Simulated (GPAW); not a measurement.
# Al (P6_3/mmc) in GPAW: convergence with smearing function

Aim: find how far smearing function must go before the results for Al settle, at LDA. This setting moves, with any that are tied to it; all else stays.

Everything below comes from runs of GPAW 26.7.0. Logs are shortened: lines on timing, memory, paths and dates and some standing lists are left out, and cuts for length are marked. The log counts tension as positive stress, the text compression.

### Step 1. The structure

Symmetry: P6_3/mmc, No. 194, hexagonal system. The conventional cell has a = 2.812 Å, b = 2.812 Å, c = 4.867 Å, α = 90.00°, β = 90.00°, γ = 120.00°. Al (site symmetry -6m2) has 12 Al at 2.81 to 2.93 Å as nearest neighbours.

This isn't the form of Al at room conditions, which is fcc.

### Step 2. With smearing function fermi-dirac

File run.py:

```python
from ase import Atoms
from ase.dft.bandgap import bandgap
from ase.io import write
from ase.units import GPa
from gpaw import GPAW, PW

atoms = Atoms(['Al', 'Al'],
              cell=[[2.8124553515, 0.0, 0.0],
                    [-1.4062276757, 2.4356577814, 0.0],
                    [0.0, 0.0, 4.86685]],
              scaled_positions=[[0.3333333333, 0.6666666667, 0.25],
                                [0.6666666667, 0.3333333333, 0.75]],
              pbc=True)

calc = GPAW(mode=PW(600),
            xc='LDA',
            kpts={'size': (8, 8, 4), 'gamma': True},
            occupations={'name': 'fermi-dirac', 'width': 0.1},
            nbands=10,
            convergence={'density': 1e-05, 'energy': 1e-05},
            maxiter=100,
            txt='gpaw.txt')
atoms.calc = calc
energy = atoms.get_potential_energy()
forces = atoms.get_forces()
stress = atoms.get_stress()
calc.write('gs.gpw')
write('result.traj', atoms)
print(f'Energy: {energy:.6f} eV')
print('Forces (eV/A):')
print(forces.round(4))
print('Stress (GPa):', (stress / GPa).round(3))
print('Fermi level:', round(calc.get_fermi_level(), 4), 'eV')
print(f'Gap: {bandgap(calc)[0]:.4f} eV, direct: {bandgap(calc, direct=True)[0]:.4f} eV')
```

Potentials or basis: the program's PAW data sets (release 1.2.1) made for this functional, pw.

Launch:

```bash
$ OMP_NUM_THREADS=1 python run.py
```

gpaw.txt:

```text
__  _  _
 | _ |_)|_||  |
 |__||  | ||/\| - 26.7.0

Input parameters:
  mode=PW(ecut=600.0),
  convergence={'density': 1e-05, 'energy': 1e-05},
  kpts=MonkhorstPack(size=(8, 8, 4), gamma=True),
  maxiter=100,
  nbands=10,
  occupations=Occupations(name='fermi-dirac', width=0.1),
  xc=XC(name='LDA')

Diagonalizing LCAO Hamiltonian
Converting LCAO to pw mode

          Al

        Al

Atoms  # Å, Bohr magnetons
|   | symbol |         x |        y |        z |    initial magnetic moments |
|---|--------|-----------|----------|----------|-----------------------------|
| 0 |     Al | -0.000000 | 1.623772 | 1.216713 | ( 0.0000,  0.0000,  0.0000) |
| 1 |     Al |  1.406228 | 0.811886 | 3.650138 | ( 0.0000,  0.0000,  0.0000) |

Unit cell  # Å
| periodic |         x |        y |        z |  lengths |     angles |
|----------|-----------|----------|----------|----------|------------|
|      yes |  2.812455 | 0.000000 | 0.000000 | 2.812455 |  90.000000 |
|      yes | -1.406228 | 2.435658 | 0.000000 | 2.812455 |  90.000000 |
|      yes |  0.000000 | 0.000000 | 4.866850 | 4.866850 | 120.000000 |

Number of symmetries: 12
Symmetry operations  # r_c * U_cc + t_c -> r_c
|    | kind |            matrix            |
|----|------|------------------------------|
|  0 |  σ   |  1, 1, 0,  0,-1, 0,  0, 0, 1 |
|  1 |  S6  |  1, 1, 0, -1, 0, 0,  0, 0,-1 |
|  2 |  E   |  1, 0, 0,  0, 1, 0,  0, 0, 1 |
|  3 |  C2  |  1, 0, 0, -1,-1, 0,  0, 0,-1 |
|  4 |  C2  |  0, 1, 0,  1, 0, 0,  0, 0,-1 |
|  5 |  C3  |  0, 1, 0, -1,-1, 0,  0, 0, 1 |
|  6 |  S6  |  0,-1, 0,  1, 1, 0,  0, 0,-1 |
|  7 |  σ   |  0,-1, 0, -1, 0, 0,  0, 0, 1 |
|  8 |  σ   | -1, 0, 0,  1, 1, 0,  0, 0, 1 |
|  9 |  i   | -1, 0, 0,  0,-1, 0,  0, 0,-1 |
| 10 |  C3  | -1,-1, 0,  1, 0, 0,  0, 0, 1 |
| 11 |  C2  | -1,-1, 0,  0, 1, 0,  0, 0,-1 |

BZ-sampling:
  Number of BZ points: 256
  Number of IBZ points: 35

  Monkhorst-Pack size: [8, 8, 4]
  Monkhorst-Pack shift: [0.0625, 0.0625, 0.125]

K-points  # in reciprocal-cell coordinates
|     |                                coordinates |     weight |
|-----|--------------------------------------------|------------|
|   0 | (  0.00000000,   0.00000000,   0.00000000) | 0.00390625 |
|   1 | (  0.00000000,   0.00000000,   0.25000000) | 0.00781250 |
|   2 | (  0.00000000,   0.00000000,   0.50000000) | 0.00390625 |
|   3 | (  0.12500000,   0.00000000,  -0.25000000) | 0.02343750 |
|   4 | (  0.12500000,   0.00000000,   0.00000000) | 0.02343750 |
|   5 | (  0.12500000,   0.00000000,   0.25000000) | 0.02343750 |
|   6 | (  0.12500000,   0.00000000,   0.50000000) | 0.02343750 |
|   7 | (  0.25000000,  -0.12500000,   0.00000000) | 0.02343750 |
|   8 | (  0.25000000,  -0.12500000,   0.25000000) | 0.04687500 |
|   9 | (  0.25000000,  -0.12500000,   0.50000000) | 0.02343750 |
| ... |                                            |            |
|  34 | (  0.50000000,   0.50000000,   0.50000000) | 0.01171875 |

Plane wave coefficients: 1136
Cutoff: 600.0 eV

Spin-components: 1 (collinear spins)
Bands:           10
Projectors:      10
Spin-degeneracy: 2
Datatype:        complex128

Parallelization:
  kpt:    1
  domain: 1
  band:   1

Density:
  Valence electrons: 6.0
  Components: 1
  Grid points: [16 16 28]
  Charge: 0.0  # |e|

Potential:
  Grid points: [16 16 28]

species:
  Al:
    name:    Aluminium
    Z:       13.0
    valence: 3
    core:    10
    charge:  0.0  # [|e|]
    compensation charges:
      type: gauss
      rc: 0.34  # [Å]
      lmax: 2
    cutoffs:
      filter: 1.91  # [Å]
      core: 2.36  # [Å]
    projectors
    | kind |    occ | energy [eV] | rcut [Å] |
    |------|--------|-------------|----------|
    |   3s |  2.000 |      -7.830 |    1.085 |
    |   3p |  1.000 |      -2.783 |    1.085 |
    |    s |        |      19.382 |    1.085 |
    |    p |        |      24.428 |    1.085 |
    |    d |        |       0.000 |    1.085 |

    Using partial waves for Al as LCAO basis

Reference energy: -13156.842615  # eV

eigensolver:
  PPCG
  Converge bands: occupied
  niter=2

density mixing:
  MSR1-Mixer
  Pratt-step length: 0.05
  Maximum mixing coefficient: 0.75
  Old densities: 10
  SVD Regularization: 0.005
  Good broyden scale: 1.0
  Trust region scale: 1.0
  Backstep threshold: 4.0
  History deletion threshold: 6.0
  Fourier metric: weight=20.0, sigma=0.015

occupation numbers:
  Fermi-Dirac:
    width: 0.1000  # eV

poisson solver:
  ecut: 4800.0  # eV

xc functional:
  name: None

convergence criteria:
- Maximum integral of absolute [dens]ity change: 1e-05 electrons / valence electron
- Maximum [total energy] change in last 3 cyles: 1e-05 eV / valence electron
- Maximum integral of absolute [eigenst]ate change: 4e-08 eV^2 / valence electron
maximum number of iterations: 100

SCF iterations
|iter     | |      energy | eigst |  dens |
|---------|-|-------------|-------|-------|
|iter:   1| |   -8.200397 | -0.21 |       |
|iter:   2| |   -8.199485 | -3.24 | -0.98 |
|iter:   3| |   -8.185507 | -3.50 | -1.01 |
|iter:   4| |   -8.184731 | -4.19 | -1.58 |
|iter:   5| |   -8.184737 | -6.00 | -2.97 |
|iter:   6| |   -8.184740c| -6.62 | -3.39 |
|iter:   7| |   -8.184740c| -7.81c| -4.22 |
|iter:   8| |   -8.184740c| -8.67c| -5.00 |
|iter:   9| |   -8.184740c| -9.32c| -5.61c|

Converged in 9 steps
Energy contributions relative to reference atoms: (reference = -13156.842615)

Energy contributions:
  Kinetic:           7.857042
  Coulomb:          -4.004495
  Zero:             -0.010003
  External:          0.000000
  Xc:              -12.003898
  Entropy:          -0.046769
  Spinorbit:         0.000000
  ----------------------------
  Free energy:      -8.208124
  Extrapolated:     -8.184740

dipole moment: (-0.000001, -0.000001, -0.000002)  # |e|*Ang

Fermi level: 6.799
Eigenvalues  # (at kpt = [0.000, 0.000, 0.000])
| band index |      eig [eV] | occ [0-2] |
|------------|---------------|-----------|
|          0 |        -4.181 |     2.000 |
|          1 |         1.775 |     2.000 |
|          2 |         2.075 |     2.000 |
|          3 |        18.004 |     0.000 |
|          4 |        18.179 |     0.000 |
|          5 |        18.179 |     0.000 |
|          6 |        18.478 |     0.000 |
|          7 |        18.478 |     0.000 |
|          8 |        19.092 |     0.000 |
|          9 |        21.549 |     0.000 |

No gap
No difference between direct/indirect transitions

Forces  # eV/Ang
|        x |       y |        z |
|----------|---------|----------|
|  0.00000 | 0.00000 | -0.00001 |  # Al   0
| -0.00000 | 0.00000 |  0.00001 |  # Al   1

Stress tensor  # eV/Ang^3
|         x |         y |        z |
|-----------|-----------|----------|
|  0.026883 | -0.000000 | 0.000000 |
| -0.000000 |  0.026883 | 0.000000 |
|  0.000000 |  0.000000 | 0.003600 |

# Writing to gs.gpw (mode='')
```

stdout:

```text
Energy: -8.184740 eV
Forces (eV/A):
[[ 0.  0. -0.]
 [-0.  0.  0.]]
Stress (GPa): [ 4.307  4.307  0.577  0.     0.    -0.   ]
Fermi level: 6.7989 eV
Gap: 0.0000 eV, direct: 0.0000 eV
```

Wall time 5 s (1 thread of Arm Neoverse V2, shared host); peak memory 0.13 GiB.

What came out:

* Free energy: -8.2081 eV
* Pressure: -3.1 GPa
* Band gap on the k mesh: none (metal or under the smearing width)

### Step 3. With smearing function gaussian

Changes to run.py since step 2:

```diff
@@ -17,3 +17,3 @@
             kpts={'size': (8, 8, 4), 'gamma': True},
-            occupations={'name': 'fermi-dirac', 'width': 0.1},
+            occupations={'name': 'methfessel-paxton', 'order': 0, 'width': 0.1},
             nbands=10,
```

Potentials or basis: the program's PAW data sets (release 1.2.1) made for this functional, pw.

Launch:

```bash
$ OMP_NUM_THREADS=1 python run.py
```

It took 4.9 s on 1 thread of Arm Neoverse V2, shared host; peak memory 0.13 GiB.

It converged, with:

```yaml
Free_energy: -8.1854 eV
Pressure: -3.3 GPa
Band_gap_on_the_k_mesh: none (metal or under the smearing width)
```

### Step 4. With smearing function marzari-vanderbilt

Changes to run.py since step 3:

```diff
@@ -17,3 +17,3 @@
             kpts={'size': (8, 8, 4), 'gamma': True},
-            occupations={'name': 'methfessel-paxton', 'order': 0, 'width': 0.1},
+            occupations={'name': 'marzari-vanderbilt', 'width': 0.1},
             nbands=10,
```

Launch:

```bash
$ OMP_NUM_THREADS=1 python run.py
```

It took 5.1 s on 1 thread of Arm Neoverse V2, shared host; peak memory 0.13 GiB.

Results (log left out):

- Free energy: -8.1783 eV
- Pressure: -3.2 GPa
- Band gap on the k mesh: none (metal or under the smearing width)

### Step 5. With smearing function methfessel-paxton

Changes to run.py since step 4:

```diff
@@ -17,3 +17,3 @@
             kpts={'size': (8, 8, 4), 'gamma': True},
-            occupations={'name': 'marzari-vanderbilt', 'width': 0.1},
+            occupations={'name': 'methfessel-paxton', 'width': 0.1, 'order': 1},
             nbands=10,
```

Launch:

```bash
$ OMP_NUM_THREADS=1 python run.py
```

It took 5.2 s on 1 thread of Arm Neoverse V2, shared host; peak memory 0.13 GiB.

The run converged. Its results:

* Free energy: -8.1792 eV
* Pressure: -3.2 GPa
* Band gap on the k mesh: none (metal or under the smearing width)

### Step 6. With smearing function tetrahedron-method

Changes to run.py since step 5:

```diff
@@ -17,3 +17,3 @@
             kpts={'size': (8, 8, 4), 'gamma': True},
-            occupations={'name': 'methfessel-paxton', 'width': 0.1, 'order': 1},
+            occupations={'name': 'tetrahedron-method'},
             nbands=10,
```

Potentials or basis: the program's PAW data sets (release 1.2.1) made for this functional, pw.

Launch:

```bash
$ OMP_NUM_THREADS=1 python run.py
```

Run time: 48 s. Hardware: 1 thread of Arm Neoverse V2, shared host; peak memory 0.13 GiB.

No converged result was reached.

### Step 7. With smearing function improved-tetrahedron-method

Changes to run.py since step 6:

```diff
@@ -17,3 +17,3 @@
             kpts={'size': (8, 8, 4), 'gamma': True},
-            occupations={'name': 'tetrahedron-method'},
+            occupations={'name': 'improved-tetrahedron-method'},
             nbands=10,
```

Launch:

```bash
$ OMP_NUM_THREADS=1 python run.py
```

Wall time 38 s (1 thread of Arm Neoverse V2, shared host); peak memory 0.13 GiB.

No converged result was reached.

### Step 8. Summary

| smearing function | energy less the tightest run, at zero smearing (meV/atom) | pressure (GPa) | SCF cycles | CPU time (s) | peak memory (GiB) |
| --- | --- | --- | --- | --- | --- |
| fermi-dirac | -3.40 | -3.06 | 9 | 5 | 0.13 |
| gaussian | -0.86 | -3.28 | 9 | 4.9 | 0.13 |
| marzari-vanderbilt | -0.17 | -3.23 | 9 | 5.1 | 0.13 |
| methfessel-paxton | 0.00 | -3.24 | 9 | 5.2 | 0.13 |
| tetrahedron-method | not converged | - | - | - | - |
| improved-tetrahedron-method | not converged | - | - | - | - |

Against the tightest run, the energy stays within 1 meV/atom from gaussian on; the pressure stays within 0.1 GPa from gaussian on. Narrower smearing needs a denser k mesh, so at a fixed mesh the narrowest width isn't the most accurate. The tightest run that finished is the yardstick and may itself not be fully converged.

Caveats: this smearing can pin the Fermi level at a band edge.
